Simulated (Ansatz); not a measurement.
# ZnS, space group F-43m: a band structure

Program: Ansatz 0.2.0 through its Python package.

Contents of `zns.extxyz`:
```text
2
Lattice="0.0 2.702 2.702 2.702 0.0 2.702 2.702 2.702 0.0" Properties=species:S:1:pos:R:3 pbc="T T T"
Zn    1.35100000    1.35100000    1.35100000
S     0.00000000    0.00000000    0.00000000
```

At the Python prompt:
```pycon
>>> import ansatz as az
>>> import matplotlib.pyplot as plt
>>> import numpy as np
>>> import pandas as pd
>>> structure = az.Crystal.from_extxyz('zns.extxyz')
>>> structure.resolved().tree()['lattice']
((0.0, 2.702, 2.702), (2.702, 0.0, 2.702), (2.702, 2.702, 0.0))
>>> # high-symmetry points in fractions of the reciprocal vectors
>>> path = [
...     ('K', (-0.375, 0.0, 0.375)),
...     ('G', (0.0, 0.0, 0.0)),
...     ('L', (0.0, 0.0, 0.5)),
...     ('W', (-0.5, -0.25, 0.25)),
...     ('X', (-0.5, -0.5, 0.0)),
... ]
>>> calculation = structure.calculation()
>>> calculation = calculation.functional('pbesol')
>>> calculation = calculation.kpoints(6).occupations('fixed')
>>> calculation = calculation.band_structure([point for _, point in path], intervals=6)
>>> calculation = calculation.scf(extra_bands=10)
>>> calculation = calculation.forces()
>>> res = calculation.run()
DeckWarning: basis.ecutwfc = 420 eV, auto-derived from the records' recommended cutoffs: set by Zn (normal level)
>>> data = res.report
>>> data['n_iterations'], data['closed_by']
(6, 'deck_thresholds')
>>> data['kpoints_frac'][:4]
[[0.0, 0.0, 0.0], [0.0, 0.0, 0.16666666666666666], [0.0, 0.0, 0.3333333333333333], [0.0, 0.0, -0.5]]
>>> {key: value for key, value in data.items() if isinstance(value, (int, float)) and 'ev' in key}
{'gap_by_band_count_ev': 1.9710887125407552, 'fermi_energy_ev': 5.689257699940049, 'harris_foulkes_ev': -4167.430425916909, 'scf_correction_max_component_ev_ang': 1.1504221534473087e-31, 'free_energy_ev': -4167.430425917567, 'internal_energy_ev': -4167.430425917567, 'lagrangian_ev': -4167.430425917567, 'energy_sigma0_ev': -4167.430425917567, 'lagrangian_sigma0_ev': -4167.430425917567, 'entropy_ts_ev': 0.0, 'loop_fermi_energy_ev': 5.689257700024968, 'occupations_fermi_energy_ev': 5.689257699940049}
>>> energy = data['free_energy_ev']
>>> print('F of the ZnS cell: {:.6f} eV = {:.6f} Ry = {:.6f} Ha'.format(energy, energy / 13.605693, energy / 27.211386))
F of the ZnS cell: -4167.430426 eV = -306.300490 Ry = -153.150245 Ha
>>> print('Fermi level {:.4f} eV, {} k-points, {} symmetry operations'.format(data['fermi_energy_ev'], data['n_kpoints'], data['n_symmetry_ops']))
Fermi level 5.6893 eV, 16 k-points, 24 symmetry operations
>>> # forces, one row an atom
>>> table = pd.DataFrame(data['forces_ev_ang'], columns=['fx', 'fy', 'fz'])
>>> table.insert(0, 'atom', [site['symbol'] for site in data['lattice']['sites']])
>>> table.round(4)
  atom   fx   fy   fz
0   Zn -0.0  0.0  0.0
1    S  0.0 -0.0  0.0
>>> bands = res.band_structure()
>>> fermi = bands.fermi_energy_ev
>>> print(f'zero of the bands: {fermi:.3f} eV, the Fermi level found on the SCF mesh')
zero of the bands: 5.689 eV, the Fermi level found on the SCF mesh
>>> reciprocal = 2 * np.pi * np.linalg.inv(res.lattice.cell_ang).T
>>> steps = np.linalg.norm(np.diff(bands.kpoints_frac @ reciprocal, axis=0), axis=1)
>>> distance = np.concatenate([[0], np.cumsum(steps)])
>>> fig, ax = plt.subplots(figsize=(5, 4))
>>> for channel, colour in zip(bands.channels, ('C0', 'C3')):
...     ax.plot(distance, channel.eigenvalues_ev - fermi, colour, lw=1)
...
[<matplotlib.lines.Line2D object at 0x...>, <matplotlib.lines.Line2D object at 0x...>, <matplotlib.lines.Line2D object at 0x...>, <matplotlib.lines.Line2D object at 0x...>, <matplotlib.lines.Line2D object at 0x...>, <matplotlib.lines.Line2D object at 0x...>, <matplotlib.lines.Line2D object at 0x...>, <matplotlib.lines.Line2D object at 0x...>, <matplotlib.lines.Line2D object at 0x...>, <matplotlib.lines.Line2D object at 0x...>, <matplotlib.lines.Line2D object at 0x...>, <matplotlib.lines.Line2D object at 0x...>, <matplotlib.lines.Line2D object at 0x...>, <matplotlib.lines.Line2D object at 0x...>, <matplotlib.lines.Line2D object at 0x...>, <matplotlib.lines.Line2D object at 0x...>, <matplotlib.lines.Line2D object at 0x...>, <matplotlib.lines.Line2D object at 0x...>, <matplotlib.lines.Line2D object at 0x...>]
>>> ax.set_xticks(distance[::6], [label for label, _ in path])
[<matplotlib.axis.XTick object at 0x...>, <matplotlib.axis.XTick object at 0x...>, <matplotlib.axis.XTick object at 0x...>, <matplotlib.axis.XTick object at 0x...>, <matplotlib.axis.XTick object at 0x...>]
>>> ax.set(ylim=(-8, 8), ylabel='E - E_F (eV)', xlim=(0, distance[-1]))
[(-8.0, 8.0), Text(0, 0.5, 'E - E_F (eV)'), (0.0, 3.643633991800214)]
>>> ax.grid(axis='x')
>>> fig.savefig('bands.png', dpi=100)
>>> first = bands.channels[0].eigenvalues_ev - fermi
>>> near = np.argsort(np.abs(first.mean(axis=0)))[:4]
>>> for band in sorted(near):
...     print(f'band {band + 1}: {first[:, band].min():.3f} to {first[:, band].max():.3f} eV')
...
band 7: -5.361 to 0.000 eV
band 8: -3.164 to 0.000 eV
band 9: -2.758 to 0.000 eV
band 10: 1.971 to 5.550 eV
```

Caveats:
- Total energies depend on the potentials; only differences at equal settings carry meaning. A total without «per atom» is that of the whole cell that was run.
- Semilocal gaps usually lie well under measured ones.
- Under fixed occupations the level called the Fermi level is the highest filled one on the SCF mesh; off the mesh a filled band can lie a little above it.
- An absolute Fermi energy rests on an arbitrary zero of the periodic potential and has no direct meaning.
- Of the deposited cell: the entry's cell lengths or inner coordinates differ somewhat from later room-temperature determinations.
- The starting cell is as deposited in a crystallographic database; the results hold for this polymorph, which needn't be the stable one.
- Levels are Kohn-Sham eigenvalues on this mesh.
- Warnings are shown shortened and without file and line.
- Finished in 5.4 s on 1 thread of Intel(R) Xeon(R) Platinum 8259CL CPU @ 2.50GHz (Skylake/Cascade Lake), on a shared host, peak memory 0.45 GiB.
